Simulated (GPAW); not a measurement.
## K K-edge XANES of KBr (Pm-3m)

What does one-electron theory with a core hole give for the K K edge of KBr (Pm-3m)?

Program: GPAW 26.7.0. Level of theory: X-ray absorption from dipole matrix elements to empty bands, plane-wave PAW LDA. Results are calculated unless marked as measured.

## (1) Starting point

It takes space group Pm-3m (No. 221, cubic). The conventional cell has a = 4.043 Å, b = 4.043 Å, c = 4.043 Å, α = 90.00°, β = 90.00°, γ = 90.00°. Nearest to Br lie 8 K at 3.50 Å. Nearest to K lie 8 Br at 3.50 Å. Farther neighbours and most contacts between anions are not listed.

As a file:

```xyz
2
Lattice="4.0435 0.0000 0.0000 0.0000 4.0435 0.0000 0.0000 0.0000 4.0435" Properties=species:S:1:pos:R:3 pbc="T T T"
Br    2.0217    2.0217    2.0217
K     0.0000    0.0000    0.0000
```

## (2) Ground state of the crystal

A plain self-consistent run shows whether there is a gap, which decides the set-up of the core-hole run.

Contents of scf.py:

```python
import numpy as np
from ase import Atoms
from ase.parallel import parprint, paropen
from gpaw import GPAW, PW, FermiDirac, Mixer, MixerDif, setup_paths
from gpaw.test import gen
setup_paths.insert(0, '.')
gen('K', name='nch1s', xcname='LDA', corehole=(1, 0, 0), write_xml=True)
from gpaw.mpi import world
world.barrier()

atoms = Atoms('BrK',
    cell=[[4.043499, 0, 0],
     [0, 4.043499, 0],
     [0, 0, 4.043499]],
    scaled_positions=[[0.5, 0.5, 0.5],
     [0, 0, 0]],
    pbc=True)
atoms.calc = calc = GPAW(legacy_gpaw=True, mode=PW(430, force_complex_dtype=True), xc='LDA', setups={1: 'nch1s'},
    kpts={'size': (6, 6, 6), 'gamma': True}, occupations=FermiDirac(0.05),
    charge=0, mixer=Mixer(0.1, 5, 50), maxiter=150,
    convergence={'density': 0.0001, 'eigenstates': 1e-6}, txt='scf.txt')
energy = atoms.get_potential_energy() + calc.get_reference_energy()
ef = calc.get_fermi_level()
out = dict(energy=energy, fermi=ef, forces=atoms.get_forces().tolist())
parprint(f'all-electron energy {energy:.4f} eV, Fermi level {ef:.4f} eV')
ev = np.array([[calc.get_eigenvalues(k, s) for k in range(len(calc.get_ibz_k_points()))] for s in range(calc.get_number_of_spins())])
out['homo'], out['lumo'], out['counts'] = ev[ev < ef].max(), ev[ev > ef].min(), sorted(set((ev < ef).sum((0, 2)).tolist()))
out['filled'] = (ev[:, 0] < ef).sum(1).tolist()
import json
with paropen('out.json', 'w') as f:
    json.dump(out, f)
```

Launch:

```sh
OMP_NUM_THREADS=1 mpirun -n 4 gpaw python scf.py
```

Numbers of over 12 decimals in the logs are rounded to 6 here.

Output:

```text
Input parameters:
  convergence: {density: 0.0001,
                eigenstates: 1e-06}
  kpts: {gamma: True,
         size: (6, 6, 6)}
  maxiter: 150
  mixer: {backend: pulay,
          beta: 0.1,
          method: separate,
          nmaxold: 5,
          weight: 50}
  mode: {ecut: 430.0,
         force_complex_dtype: True,
         name: pw}
  occupations: {fixmagmom: False,
                name: fermi-dirac,
                width: 0.05}
  setups: {1: nch1s}

Initialize ...

[... PAW data sets ...]

Reference energy: -87153.214374  # eV

Spin-paired calculation

[... convergence settings ...]
Symmetries present (total): 48
  [... symmetry matrices ...]

216 k-points: 6 x 6 x 6 Monkhorst-Pack grid + [1/12,1/12,1/12]
20 k-points in the irreducible part of the Brillouin zone
       k-points in crystal coordinates                weights
   0:     0.00000000    0.00000000    0.00000000          1/216
   1:     0.16666667    0.00000000    0.00000000          6/216
   2:     0.16666667    0.16666667    0.00000000         12/216
   3:     0.16666667    0.16666667    0.16666667          8/216
   4:     0.33333333    0.00000000    0.00000000          6/216
   5:     0.33333333    0.16666667    0.00000000         24/216
   6:     0.33333333    0.16666667    0.16666667         24/216
   7:     0.33333333    0.33333333    0.00000000         12/216
   8:     0.33333333    0.33333333    0.16666667         24/216
   9:     0.33333333    0.33333333    0.33333333          8/216
          ...
  19:     0.50000000    0.50000000    0.50000000          1/216

Wave functions: Plane wave expansion
  Cutoff energy: 430.000 eV
  Number of coefficients (min, max): 1322, 1357
  Pulay-stress correction: 0.000000 eV/Ang^3 (de/decut=0.000000)
  Using FFTW library
  Wavefunction extrapolation:
    Improved wavefunction reuse through dual PAW basis

Occupation numbers: Fermi-Dirac:
  width: 0.0500  # eV

Eigensolver
   Davidson(niter=2)

Densities:
  Coarse grid: 20*20*20 grid
  Fine grid: 40*40*40 grid
  Total Charge: 0.000000

Density mixing:
  Method: separate
  Backend: pulay
  Linear mixing parameter: 0.1
  old densities: 5
  Width of damping distribution: 1.1
  Damping of long wavelength oscillations: 50

[... Hamiltonian set-up ...]
Number of atoms: 2
Number of atomic orbitals: 9
Number of bands in calculation: 9
Number of valence electrons: 16
Bands to converge: occupied

... initialized

Initializing position-dependent things.

Density initialized from atomic densities
Creating initial wave functions:
  9 bands from LCAO basis set

Positions:
   0 Br     2.021749    2.021749    2.021749    ( 0.0000,  0.0000,  0.0000)
   1 K      0.000000    0.000000    0.000000    ( 0.0000,  0.0000,  0.0000)

Unit cell:
           periodic     x           y           z      points  spacing
  1. axis:    yes    4.043499    0.000000    0.000000    20     0.2022
  2. axis:    yes    0.000000    4.043499    0.000000    20     0.2022
  3. axis:    yes    0.000000    0.000000    4.043499    20     0.2022

  Lengths:   4.043499   4.043499   4.043499
  Angles:   90.000000  90.000000  90.000000

Effective grid spacing dv^(1/3) = 0.2022

iter:   1    -7.048691
iter:   2    -6.985620   -1.90  -1.36
iter:   3    -6.870332   -1.79  -1.43
iter:   4    -6.858616   -2.07  -1.61
iter:   5    -6.854624   -3.23  -1.78
iter:   6    -6.854990c  -3.52  -2.52
iter:   7    -6.854163c  -3.77  -2.69
iter:   8    -6.854282c  -4.47  -3.15
iter:   9    -6.854156c  -4.54  -3.00
iter:  10    -6.854141c  -6.09c -3.52
iter:  11    -6.854141c  -7.17c -4.47c

Converged after 11 iterations.

Dipole moment: (0.000000, 0.000000, 0.000000) |e|*Ang

Energy contributions relative to reference atoms: (reference = -87153.214374)

Kinetic:         +0.595499
Potential:       -0.497254
External:        +0.000000
XC:              -6.292485
Entropy (-ST):   -0.000000
Local:           -0.659900
SIC:             +0.000000
--------------------------
Free energy:     -6.854141
Extrapolated:    -6.854141

Showing only first 2 kpts
 Kpt  Band  Eigenvalues  Occupancy
  0     6      0.36239    2.00000
  0     7      0.36239    2.00000
  0     8      4.11003    0.00000

  1     6      0.36924    2.00000
  1     7      0.36924    2.00000
  1     8      4.75164    0.00000

Fermi level: 2.01069

Gap: 3.479 eV
Transition (v -> c):
  (s=0, k=16, n=7, [0.50, 0.50, 0.00]) -> (s=0, k=0, n=8, [0.00, 0.00, 0.00])
Direct/indirect transitions are different
Direct gap: 3.748 eV
Transition at: (s=0, k=0, n=7, [0.00, 0.00, 0.00])

Forces in eV/Ang:
  0 Br    0.00000    0.00000    0.00000
  1 K     0.00000    0.00000    0.00000
Scalar-relativistic atomic LDA calculation for K (Potassium, Z=19)
Core hole in 1s state (1s occupation: 2.0)
600 radial gridpoints.
|------------------------------------------------|
|------------------------------------------------|
[... the atom generator's iteration count ...]

Energy contributions:
-------------------------
Kinetic:     +603.629459
XC:           -31.781403
Potential:  -1172.356607
-------------------------
Total:       -600.508551

state      eigenvalue         ekin         rmax
-----------------------------------------------
1s^2.0 :  -129.023652   173.465960        0.053
2s^2.0 :   -12.943555    28.374506        0.319
2p^6.0 :   -10.290743    27.445434        0.263
3s^2.0 :    -1.292727     5.171372        1.076
3p^6.0 :    -0.692304     4.089400        1.153
4s^1.0 :    -0.089213     0.396780        4.027
-----------------------------------------------
(units: Bohr and Hartree)

Generating PAW setup
Kinetic energy of the core from tauc = 570.654399
Cutoffs:
rc(s)=2.120
rc(p)=2.090
rc(d)=1.770
rc(vbar)=2.070
rc(comp)=2.090
rc(nct)=2.120

Kinetic energy of the core states: 568.353535
Charge: 0.0
Core electrons: 10.0
Valence electrons: 9.0
Pseudo-core charge: 0.000523
Shape function alpha=2.289
Pseudo-electron charge 7.262086
state    eigenvalue         norm
--------------------------------
3s(2) :    -1.292727     0.968078
4s(1) :    -0.089213     0.996153
3p(6) :    -0.692304     0.721542
*p    :     0.307696
*d    :     0.000000
--------------------------------

Diagonalizing with gridspacing h=0.050

state   all-electron     PAW
-------------------------------
3s:      -1.292727    -1.293301
3p:      -0.692304    -0.693571
*d:                    0.006385
*f:                    0.053587
-------------------------------
all-electron energy -87160.0685 eV, Fermi level 2.0107 eV
```

Elapsed: 4.4 s, on 4 MPI ranks of Intel Xeon Platinum 8488C (Sapphire Rapids), shared host; peak memory 0.16 GiB; 15 s of CPU time.

The mesh shows a gap of 3.48 eV, so the hole is first treated in a charged cell, without the excited electron.

## (3) Spectrum without a core hole, K atom 2

This cheap baseline ignores the attraction of the hole: it shows the absorber's empty states as they are in the ground state. The data set with a hole of occupation 0 only carries the core orbital.

The absorber has 8 Br at 3.50 Å (cubic, site symmetry m-3m).

Contents of xas.py:

```python
import numpy as np
from ase import Atoms
from ase.parallel import parprint, paropen
from gpaw import GPAW, PW, FermiDirac, Mixer, MixerDif, setup_paths
from gpaw.test import gen
setup_paths.insert(0, '.')
gen('K', name='nch1s', xcname='LDA', corehole=(1, 0, 0), write_xml=True)
from gpaw.mpi import world
world.barrier()

atoms = Atoms('BrK',
    cell=[[4.043499, 0, 0],
     [0, 4.043499, 0],
     [0, 0, 4.043499]],
    scaled_positions=[[0.5, 0.5, 0.5],
     [0, 0, 0]],
    pbc=True)
atoms.calc = calc = GPAW(legacy_gpaw=True, mode=PW(430, force_complex_dtype=True), xc='LDA', setups={1: 'nch1s'},
    kpts={'size': (6, 6, 6), 'gamma': True}, occupations=FermiDirac(0.02),
    charge=0, mixer=Mixer(0.1, 5, 50), maxiter=150,
    convergence={'density': 0.0001, 'eigenstates': 1e-6}, txt='scf.txt')
energy = atoms.get_potential_energy() + calc.get_reference_energy()
ef = calc.get_fermi_level()
out = dict(energy=energy, fermi=ef, forces=atoms.get_forces().tolist())
parprint(f'all-electron energy {energy:.4f} eV, Fermi level {ef:.4f} eV')
ev = np.array([[calc.get_eigenvalues(k, s) for k in range(len(calc.get_ibz_k_points()))] for s in range(calc.get_number_of_spins())])
out['homo'], out['lumo'], out['counts'] = ev[ev < ef].max(), ev[ev > ef].min(), sorted(set((ev < ef).sum((0, 2)).tolist()))
out['filled'] = (ev[:, 0] < ef).sum(1).tolist()

from ase.units import Ha
from gpaw.xas import dipole_matrix_elements
nb = int(calc.get_number_of_electrons() / 2) + 43
top, nb = nb, nb + 8 + nb // 12
nscf = calc.fixed_density(kpts={'size': (6, 6, 6), 'gamma': True}, nbands=nb,
    convergence={'bands': top, 'eigenstates': 5e-3}, maxiter=60, txt='nscf.txt')
cell = atoms.cell.array
ops = [cell.T @ U.T @ np.linalg.inv(cell.T) for U in nscf.wfs.kd.symmetry.op_scc]
filled = [8]  # bands filled in the ground state, by spin
E = np.arange(-25, 34, 0.1)
fwhm = np.interp(E, [4, 25], [0.9, 3.5])
Y, X, zero, highest = 0, 0, 1e9, 1e9
for spin in range(nscf.get_number_of_spins()):
    wfs = nscf.wfs
    mine = wfs.bd.get_slice()  # this rank's bands
    A = dipole_matrix_elements(wfs.setups[1])
    eps = np.zeros((wfs.kd.nibzkpts, nb))
    d = np.zeros((3, A.shape[1], wfs.kd.nibzkpts, nb), complex)
    for kpt in wfs.kpt_u:
        if kpt.s == spin and 1 in kpt.P_ani:
            eps[kpt.k, mine] = kpt.eps_n * Ha
            d[:, :, kpt.k, mine] = (kpt.weight * wfs.nspins / 2) ** 0.5 * np.inner(A, kpt.P_ani[1])
    world.sum(eps)
    world.sum(d)
    T = np.einsum('amkn,bmkn->abkn', d, d.conj()).real
    T = sum(np.einsum('ai,ijkn,bj->abkn', R, T, R) for R in ops) / len(ops)
    empty = np.ones_like(eps, bool) & (np.arange(nb) >= filled[spin])
    zero, highest = min(zero, eps[empty].min()), min(highest, eps[:, top - 1].min())
    lines = [(eps, T, empty)] if spin == 0 else lines + [(eps, T, empty)]
for eps, T, empty in lines:
    f = np.einsum('aakn->akn', T).reshape(3, -1)
    x = eps.ravel() - zero
    w = np.interp(x, E, fwhm) / 2.35482
    g = np.exp(-0.5 * ((E[:, None] - x) / w) ** 2) / (w * (2 * np.pi) ** 0.5)
    Y = Y + (f * empty.ravel()) @ g.T
    X = X + (f * ~empty.ravel()) @ g.T
out.update(E=E.round(2).tolist(), xas=Y.tolist(), xes=X.tolist(), zero=zero, valid=highest - zero, nk=len(eps), nb=nb)
for i in range(0, len(E), 10):
    parprint(f'{E[i]:7.2f}', *(f'{v:10.3e}' for v in Y[:, i]))
import json
with paropen('out.json', 'w') as f:
    json.dump(out, f)
```

Launch:

```sh
OMP_NUM_THREADS=1 mpirun -n 4 gpaw python xas.py
```

Output:

```text
Input parameters:
  convergence: {density: 0.0001,
                eigenstates: 1e-06}
  kpts: {gamma: True,
         size: (6, 6, 6)}
  maxiter: 150
  mixer: {backend: pulay,
          beta: 0.1,
          method: separate,
          nmaxold: 5,
          weight: 50}
  mode: {ecut: 430.0,
         force_complex_dtype: True,
         name: pw}
  occupations: {fixmagmom: False,
                name: fermi-dirac,
[...]
*p    :     0.307696
*d    :     0.000000
--------------------------------

Diagonalizing with gridspacing h=0.050

state   all-electron     PAW
-------------------------------
3s:      -1.292727    -1.293301
3p:      -0.692304    -0.693571
*d:                    0.006385
*f:                    0.053587
-------------------------------
all-electron energy -87160.0685 eV, Fermi level 2.0107 eV
[...]
32.00  1.103e-06  1.103e-06  1.103e-06
  33.00  1.135e-06  1.135e-06  1.135e-06
[key lines of the parts left out:]
Converged after 11 iterations.
Dipole moment: (-0.000000, -0.000000, -0.000000) |e|*Ang
Free energy:     -6.854141
Fermi level: 2.01069
```

Elapsed: 6.4 s, on 4 MPI ranks; peak memory 0.19 GiB.

The K K spectrum, K atom 2, no core hole (energy from the lowest empty level; intensity scaled to a mean of 1 over the first 20 eV):

| E (eV) | intensity |
| --- | --- |
| -2.0 | 0.00 |
| -1.0 | 0.00 |
| 0.0 | 0.00 |
| 1.0 | 0.06 |
| 2.0 | 0.43 |
| 3.0 | 1.26 |
| 4.0 | 1.55 |
| 5.0 | 0.85 |
| 6.0 | 0.87 |
| 7.0 | 0.88 |
| 8.0 | 1.81 |
| 9.0 | 1.54 |
| 10.0 | 1.34 |
| 11.0 | 0.81 |
| 12.0 | 0.47 |
| 13.0 | 0.81 |
| 14.0 | 1.10 |
| 15.0 | 1.14 |
| 16.0 | 1.04 |
| 17.0 | 1.10 |
| 18.0 | 1.18 |
| 19.0 | 1.16 |
| 20.0 | 1.16 |
| 21.0 | 1.19 |
| 22.0 | 1.20 |
| 23.0 | 1.16 |
| 24.0 | 1.10 |
| 25.0 | 1.09 |
| 26.0 | 1.10 |
| 27.0 | 1.11 |
| 28.0 | 1.10 |
| 29.0 | 1.08 |
| 30.0 | 1.04 |
| 31.0 | 1.02 |
| 32.0 | 1.02 |

Main maxima below 30 eV (height): 3.7 eV (1.77), 5.5 eV (0.95), 8.2 eV (1.84), 14.7 eV (1.16) and 21.9 eV (1.20). A K edge sees empty p states on the absorber.

The same matrix elements for filled bands give the K K emission of K atom 2 (ground-state approximation; energy from the lowest empty level, largest value 1):

| E (eV) | emission |
| --- | --- |
| -24.00 | 0.00 |
| -23.25 | 0.00 |
| -22.50 | 0.00 |
| -21.75 | 0.00 |
| -21.00 | 0.00 |
| -20.25 | 0.00 |
| -19.50 | 0.00 |
| -18.75 | 0.00 |
| -18.00 | 0.00 |
| -17.25 | 0.00 |
| -16.50 | 0.07 |
| -15.75 | 0.75 |
| -15.00 | 0.51 |
| -14.25 | 0.01 |
| -13.50 | 0.00 |
| -12.75 | 0.00 |
| -12.00 | 0.00 |
| -11.25 | 0.00 |
| -10.50 | 0.00 |
| -9.75 | 0.00 |
| -9.00 | 0.00 |
| -8.25 | 0.00 |
| -7.50 | 0.00 |
| -6.75 | 0.00 |
| -6.00 | 0.00 |
| -5.25 | 0.01 |
| -4.50 | 0.01 |
| -3.75 | 0.00 |
| -3.00 | 0.00 |
| -2.25 | 0.00 |
| -1.50 | 0.00 |
| -0.75 | 0.00 |
| 0.00 | 0.00 |
| 0.75 | 0.00 |
| 1.50 | 0.00 |
| 2.25 | 0.00 |
| 3.00 | 0.00 |

Emission maxima: -15.4 eV (1.00).

## (4) Supercell without a hole, the energy reference

The photon energy needs a difference of total energies, so the cell and mesh of the coming hole run are first run without a hole.

scf.py: that of step 2 with these lines changed.

```diff
@@ -10,11 +10,13 @@
 
-atoms = Atoms('BrK',
-    cell=[[4.043499, 0, 0],
-     [0, 4.043499, 0],
-     [0, 0, 4.043499]],
-    scaled_positions=[[0.5, 0.5, 0.5],
-     [0, 0, 0]],
+atoms = Atoms('Br2K2',
+    cell=[[4.043499, 0, 4.043499],
+     [0, 4.043499, 4.043499],
+     [-4.043499, 0, 4.043499]],
+    scaled_positions=[[0.25, 0.5, 0.75],
+     [0.75, 0.5, 0.25],
+     [0, 0, 0],
+     [0.5, 0, 0.5]],
     pbc=True)
-atoms.calc = calc = GPAW(legacy_gpaw=True, mode=PW(430, force_complex_dtype=True), xc='LDA', setups={1: 'nch1s'},
-    kpts={'size': (6, 6, 6), 'gamma': True}, occupations=FermiDirac(0.05),
+atoms.calc = calc = GPAW(legacy_gpaw=True, mode=PW(430, force_complex_dtype=True), xc='LDA', setups={2: 'nch1s'},
+    kpts={'size': (5, 5, 5), 'gamma': True}, occupations=FermiDirac(0.02),
     charge=0, mixer=Mixer(0.1, 5, 50), maxiter=150,
```

Launch:

```sh
OMP_NUM_THREADS=1 mpirun -n 4 gpaw python scf.py
```

Output:

```text
Input parameters:
  convergence: {density: 0.0001,
                eigenstates: 1e-06}
  kpts: {gamma: True,
         size: (5, 5, 5)}
  maxiter: 150
  mixer: {backend: pulay,
          beta: 0.1,
          method: separate,
          nmaxold: 5,
          weight: 50}
  mode: {ecut: 430.0,
         force_complex_dtype: True,
         name: pw}
  occupations: {fixmagmom: False,
                name: fermi-dirac,
[...]
3s(2) :    -1.292727     0.968078
4s(1) :    -0.089213     0.996153
3p(6) :    -0.692304     0.721542
*p    :     0.307696
*d    :     0.000000
--------------------------------

Diagonalizing with gridspacing h=0.050

state   all-electron     PAW
-------------------------------
3s:      -1.292727    -1.293301
3p:      -0.692304    -0.693571
*d:                    0.006385
*f:                    0.053587
-------------------------------
all-electron energy -174320.1375 eV, Fermi level 1.9912 eV
[key lines of the parts left out:]
Converged after 11 iterations.
Dipole moment: (-0.000000, 0.000000, 0.000000) |e|*Ang
Free energy:    -13.708729
Fermi level: 1.99118
```

It took 5.4 s on 4 MPI ranks; peak memory 0.17 GiB; 19 s of CPU time.

Reference energy: -174320.138 eV with the cores included.

(Part 1 of 3 ends here.)

[Banner, clock and machine lines of the logs are left out without a mark of their own.]

[Logs are printed without paths, hosts, clocks, repeated set-up lines and the standing remarks that a program may print on its own settings, such as how far it seeks lower states.]

[Hosts, paths, dates, database ids (printed as entryN), source tags and the programs' standing remarks are cut or masked in the printed files.]

[Lists of maxima count a maximum above −3 eV only where it reaches 4 % of the highest in the window and stands out from its surroundings by 2 % of it (1.5 % where it reaches 55 %); shoulders and weaker maxima are passed over, and of the rest the first, up to two pre-edge ones and the few strongest are named.]
